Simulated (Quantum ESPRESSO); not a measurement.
# Ge (Imma) in Quantum ESPRESSO: further runs

One crystal, Ge, is run at these levels: PBEsol; tasks: single point, equation of state.

All numbers are computed with Quantum ESPRESSO 7.5; they aren't measurements. Logs are shortened: lines on timing, memory, paths and dates and some standing lists are left out, and cuts for length are marked.

**1. The crystal as given**

Symmetry: Imma, No. 74, orthorhombic system. Conventional cell: a = 4.992 Å, b = 5.302 Å, c = 2.874 Å, α = 90.00°, β = 90.00°, γ = 90.00°. Around Ge (site symmetry mm2) lie 6 Ge at 2.68 to 2.87 Å.

This isn't the form of Ge at room conditions, which is diamond.

**2. Single point, PBEsol, 17.87 Å³/atom**

File pw.in:

```
&CONTROL
  calculation = 'scf'
  prefix = 'pwscf'
  outdir = './tmp'
  pseudo_dir = './pseudo'
  tstress = .true.
  disk_io = 'nowf'
/
&SYSTEM
  ibrav = 0
  nat = 2
  ntyp = 1
  ecutwfc = 45
  ecutrho = 360
  nbnd = 21
  occupations = 'smearing'
  smearing = 'fd'
  degauss = 0.00367493
/
&ELECTRONS
  conv_thr = 4d-10
  electron_maxstep = 120
  mixing_beta = 0.5
/
ATOMIC_SPECIES
Ge    72.6300 ge_pbesol_v1.4.uspp.F.UPF
CELL_PARAMETERS angstrom
  -2.4449470096    2.5967485709    1.4076133202
   2.4449470096   -2.5967485709    1.4076133202
   2.4449470096    2.5967485709   -1.4076133202
ATOMIC_POSITIONS crystal
Ge     0.3140570000    0.0640570000    0.2500000000
Ge     0.6859430000    0.9359430000    0.7500000000
K_POINTS automatic
11 11 11 0 0 0
```

Potentials or basis: GBRV 1.5 PBEsol.

Started as:

```
$ OMP_NUM_THREADS=1 mpirun -n 2 pw.x -nk 2 -in pw.in > pw.out
```

pw.out:

```text
This program is part of the open-source Quantum ESPRESSO suite
     for quantum simulation of materials; please cite
         "P. Giannozzi et al., J. Phys.:Condens. Matter 21 395502 (2009);
         "P. Giannozzi et al., J. Phys.:Condens. Matter 29 465901 (2017);
         "P. Giannozzi et al., J. Chem. Phys. 152 154105 (2020);
     in publications or presentations arising from this work. More details at

     Message from routine setup:
     using ibrav=0 with symmetry is DISCOURAGED, use correct ibrav instead

     K-points division:     npool     =       2
     Subspace diagonalization in iterative solution of the eigenvalue problem:
     a serial algorithm will be used

     G-vector sticks info
     --------------------
     sticks:   dense  smooth     PW     G-vecs:    dense   smooth      PW
     Sum        1017     519    167                27759     9877    1897

     Using Slab Decomposition

     bravais-lattice index     =            0
     lattice parameter (alat)  =       7.2459  a.u.
     unit-cell volume          =     241.2344 (a.u.)^3
     number of atoms/cell      =            2
     number of atomic types    =            1
     number of electrons       =        28.00
     number of Kohn-Sham states=           21
     kinetic-energy cutoff     =      45.0000  Ry
     charge density cutoff     =     360.0000  Ry
     scf convergence threshold =      4.0E-10
     mixing beta               =       0.5000
     number of iterations used =            8  plain     mixing
     Exchange-correlation= SLA  PW   PSX  PSC
                           (   1   4  10   8   0   0   0)

     celldm(1)=   7.245872  celldm(2)=   0.000000  celldm(3)=   0.000000
     celldm(4)=   0.000000  celldm(5)=   0.000000  celldm(6)=   0.000000

     crystal axes: (cart. coord. in units of alat)
               a(1) = (  -0.637643   0.677233   0.367106 )
               a(2) = (   0.637643  -0.677233   0.367106 )
               a(3) = (   0.637643   0.677233  -0.367106 )

     reciprocal axes: (cart. coord. in units 2 pi/alat)
               b(1) = ( -0.000000  0.738298  1.362004 )
               b(2) = (  0.784138 -0.000000  1.362004 )
               b(3) = (  0.784138  0.738298  0.000000 )

     PseudoPot. # 1 for Ge read from file:
     ge_pbesol_v1.4.uspp.F.UPF
     Pseudo is Ultrasoft + core correction, Zval = 14.0
     Generated by new atomic code, or converted to UPF format
     Using radial grid of  873 points,  6 beta functions with:
                l(1) =   0
                l(2) =   0
                l(3) =   1
                l(4) =   1
                l(5) =   2
                l(6) =   2
     Q(r) pseudized with  8 coefficients,  rinner =    1.400   1.400   1.400
                                                       1.400   1.400

     atomic species   valence    mass     pseudopotential
     Ge               14.00    72.63000     Ge( 1.00)

      8 Sym. Ops., with inversion, found ( 4 have fractional translation)

   Cartesian axes

     site n.     atom                  positions (alat units)
         1        Ge     tau(   1) = (   0.0000000   0.3386165   0.0470314  )
         2        Ge     tau(   2) = (   0.6376431   0.3386165   0.3200746  )

     number of k points=   216  Fermi-Dirac smearing, width (Ry)=  0.0037

     Number of k-points >= 100: set verbosity='high' to print them.

     Dense  grid:    27759 G-vectors     FFT dimensions: (  48,  45,  48)

     Smooth grid:     9877 G-vectors     FFT dimensions: (  32,  32,  32)

     Initial potential from superposition of free atoms

     starting charge      27.9984, renormalised to      28.0000
     Starting wfcs are   18 randomized atomic wfcs +    3 random wfcs

     Self-consistent Calculation

     iteration #  1     ecut=    45.00 Ry     beta= 0.50
     Davidson diagonalization with overlap
     ethr =  1.00E-02,  avg # of iterations =  4.1

     Threshold (ethr) on eigenvalues was too large:
     Diagonalizing with lowered threshold

     Davidson diagonalization with overlap
     ethr =  2.96E-05,  avg # of iterations =  4.7

     total energy              =    -426.35483326 Ry
     estimated scf accuracy    <       0.00851258 Ry

     iteration #  2     ecut=    45.00 Ry     beta= 0.50
     Davidson diagonalization with overlap
     ethr =  3.04E-05,  avg # of iterations =  1.0

     total energy              =    -426.35529460 Ry
     estimated scf accuracy    <       0.00133561 Ry

     iteration #  3     ecut=    45.00 Ry     beta= 0.50
     Davidson diagonalization with overlap
     ethr =  4.77E-06,  avg # of iterations =  1.2

     total energy              =    -426.35531861 Ry
     estimated scf accuracy    <       0.00010672 Ry

     iteration #  4     ecut=    45.00 Ry     beta= 0.50
     Davidson diagonalization with overlap
     ethr =  3.81E-07,  avg # of iterations =  1.2

     total energy              =    -426.35532145 Ry
     estimated scf accuracy    <       0.00000076 Ry

     iteration #  5     ecut=    45.00 Ry     beta= 0.50
     Davidson diagonalization with overlap
     ethr =  2.71E-09,  avg # of iterations =  3.2

     total energy              =    -426.35532176 Ry
     estimated scf accuracy    <       0.00000011 Ry

     iteration #  6     ecut=    45.00 Ry     beta= 0.50
     Davidson diagonalization with overlap
     ethr =  3.93E-10,  avg # of iterations =  2.0

     total energy              =    -426.35532179 Ry
     estimated scf accuracy    <       0.00000001 Ry

     iteration #  7     ecut=    45.00 Ry     beta= 0.50
     Davidson diagonalization with overlap
     ethr =  4.60E-11,  avg # of iterations =  2.0

     End of self-consistent calculation

     Number of k-points >= 100: set verbosity='high' to print the bands.

     the Fermi energy is    11.5015 ev

!    total energy              =    -426.35532179 Ry
     estimated scf accuracy    <          3.4E-10 Ry
     smearing contrib. (-TS)   =      -0.00044129 Ry
     internal energy E=F+TS    =    -426.35488051 Ry

     The total energy is F=E-TS. E is the sum of the following terms:
     one-electron contribution =    -226.47284153 Ry
     hartree contribution      =     142.27020331 Ry
     xc contribution           =    -115.31148956 Ry
     ewald contribution        =    -226.84075273 Ry

     convergence has been achieved in   7 iterations

     Computing stress (Cartesian axis) and pressure

          total   stress  (Ry/bohr**3)                   (kbar)     P=       21.46
   0.00023067  -0.00000000  -0.00000000           33.93       -0.00       -0.00
  -0.00000000   0.00008231  -0.00000000           -0.00       12.11       -0.00
  -0.00000000  -0.00000000   0.00012470           -0.00       -0.00       18.34

=------------------------------------------------------------------------------=
   JOB DONE.
=------------------------------------------------------------------------------=
```

Run time: 25 s. Hardware: 2 MPI ranks of Arm Neoverse V2, shared host; peak memory 0.28 GiB.

Results:

- Free energy: -5800.8597 eV
- Pressure: 2.1 GPa
- Band gap on the k mesh: none (metal or under the smearing width)

**3. Single point, PBEsol, 18.25 Å³/atom**

Edit pw.in of step 2 so:

```diff
@@ -27,5 +27,5 @@
 CELL_PARAMETERS angstrom
-  -2.4449470096    2.5967485709    1.4076133202
-   2.4449470096   -2.5967485709    1.4076133202
-   2.4449470096    2.5967485709   -1.4076133202
+  -2.4621655136    2.6150361352    1.4175264166
+   2.4621655136   -2.6150361352    1.4175264166
+   2.4621655136    2.6150361352   -1.4175264166
 ATOMIC_POSITIONS crystal
```

Potentials or basis: GBRV 1.5 PBEsol.

Started as:

```
$ OMP_NUM_THREADS=1 mpirun -n 2 pw.x -nk 2 -in pw.in > pw.out
```

Run time: 25 s. Hardware: 2 MPI ranks of Arm Neoverse V2, shared host; peak memory 0.28 GiB.

It converged, with:

| Property | Result |
| --- | --- |
| Free energy | -5800.8663 eV |
| Pressure | 0.3 GPa |
| Band gap on the k mesh | none (metal or under the smearing width) |

**4. Single point, PBEsol, 18.63 Å³/atom**

Edit pw.in of step 3 so:

```diff
@@ -27,5 +27,5 @@
 CELL_PARAMETERS angstrom
-  -2.4621655136    2.6150361352    1.4175264166
-   2.4621655136   -2.6150361352    1.4175264166
-   2.4621655136    2.6150361352   -1.4175264166
+  -2.4791465020    2.6330714371    1.4273027698
+   2.4791465020   -2.6330714371    1.4273027698
+   2.4791465020    2.6330714371   -1.4273027698
 ATOMIC_POSITIONS crystal
```

Started as:

```
$ OMP_NUM_THREADS=1 mpirun -n 2 pw.x -nk 2 -in pw.in > pw.out
```

It took 26 s on 2 MPI ranks of Arm Neoverse V2, shared host; peak memory 0.28 GiB.

It converged, with:

* Free energy: -5800.8648 eV
* Pressure: -1.3 GPa
* Band gap on the k mesh: none (metal or under the smearing width)

**5. Single point, PBEsol, 19.01 Å³/atom**

Edit pw.in of step 4 so:

```diff
@@ -27,5 +27,5 @@
 CELL_PARAMETERS angstrom
-  -2.4791465020    2.6330714371    1.4273027698
-   2.4791465020   -2.6330714371    1.4273027698
-   2.4791465020    2.6330714371   -1.4273027698
+  -2.4958980000    2.6508630000    1.4369470000
+   2.4958980000   -2.6508630000    1.4369470000
+   2.4958980000    2.6508630000   -1.4369470000
 ATOMIC_POSITIONS crystal
```

Started as:

```
$ OMP_NUM_THREADS=1 mpirun -n 2 pw.x -nk 2 -in pw.in > pw.out
```

Run time: 26 s. Hardware: 2 MPI ranks of Arm Neoverse V2, shared host; peak memory 0.28 GiB.

It converged, with:

```
Free energy            : -5800.8561 eV
Pressure               : -2.7 GPa
Band gap on the k mesh : none (metal or under the smearing width)
```

**6. Single point, PBEsol, 19.39 Å³/atom**

Edit pw.in of step 5 so:

```diff
@@ -27,5 +27,5 @@
 CELL_PARAMETERS angstrom
-  -2.4958980000    2.6508630000    1.4369470000
-   2.4958980000   -2.6508630000    1.4369470000
-   2.4958980000    2.6508630000   -1.4369470000
+  -2.5124276075    2.6684188957    1.4464634826
+   2.5124276075   -2.6684188957    1.4464634826
+   2.5124276075    2.6684188957   -1.4464634826
 ATOMIC_POSITIONS crystal
```

Potentials or basis: GBRV 1.5 PBEsol.

Started as:

```
$ OMP_NUM_THREADS=1 mpirun -n 2 pw.x -nk 2 -in pw.in > pw.out
```

It took 26 s on 2 MPI ranks of Arm Neoverse V2, shared host; peak memory 0.28 GiB.

It converged, with:

```
Free energy            : -5800.8411 eV
Pressure               : -4.0 GPa
Band gap on the k mesh : none (metal or under the smearing width)
```

**7. Single point, PBEsol, 19.78 Å³/atom**

Edit pw.in of step 6 so:

```diff
@@ -27,5 +27,5 @@
 CELL_PARAMETERS angstrom
-  -2.5124276075    2.6684188957    1.4464634826
-   2.5124276075   -2.6684188957    1.4464634826
-   2.5124276075    2.6684188957   -1.4464634826
+  -2.5287425297    2.6857467767    1.4558563658
+   2.5287425297   -2.6857467767    1.4558563658
+   2.5287425297    2.6857467767   -1.4558563658
 ATOMIC_POSITIONS crystal
```

Started as:

```
$ OMP_NUM_THREADS=1 mpirun -n 2 pw.x -nk 2 -in pw.in > pw.out
```

It took 26 s on 2 MPI ranks of Arm Neoverse V2, shared host; peak memory 0.3 GiB.

The run converged. Its results:

```yaml
Free_energy: -5800.8204 eV
Pressure: -5.1 GPa
Band_gap_on_the_k_mesh: none (metal or under the smearing width)
```

**8. Single point, PBEsol, 20.16 Å³/atom**

Edit pw.in of step 7 so:

```diff
@@ -27,5 +27,5 @@
 CELL_PARAMETERS angstrom
-  -2.5287425297    2.6857467767    1.4558563658
-   2.5287425297   -2.6857467767    1.4558563658
-   2.5287425297    2.6857467767   -1.4558563658
+  -2.5448496043    2.7028539053    1.4651295863
+   2.5448496043   -2.7028539053    1.4651295863
+   2.5448496043    2.7028539053   -1.4651295863
 ATOMIC_POSITIONS crystal
```

Started as:

```
$ OMP_NUM_THREADS=1 mpirun -n 2 pw.x -nk 2 -in pw.in > pw.out
```

Run time: 44 s. Hardware: 2 MPI ranks of Arm Neoverse V2, shared host; peak memory 0.3 GiB.

The run converged. Its results:

| Property | Result |
| --- | --- |
| Free energy | -5800.7947 eV |
| Pressure | -6.1 GPa |
| Band gap on the k mesh | none (metal or under the smearing width) |

**9. Equation of state, PBEsol**

Potentials or basis: GBRV 1.5 PBEsol.

No new run: the results of the series are fitted here.

Results:

```
Equilibrium volume                        : 18.37 Å³/atom
Bulk modulus at fixed shape and positions : 80 GPa
Pressure derivative of the bulk modulus   : 4.8
```

Energy against volume, from the lowest point:
```csv
volume (Å³/atom),energy (meV/atom)
17.874,3.31
18.254,0.00
18.634,0.74
19.014,5.09
19.395,12.62
19.775,22.96
20.155,35.81
```

Caveat: the cell was scaled at fixed shape and fractional positions, which overstates the stiffness of a crystal with free parameters, most of all of layers and chains.
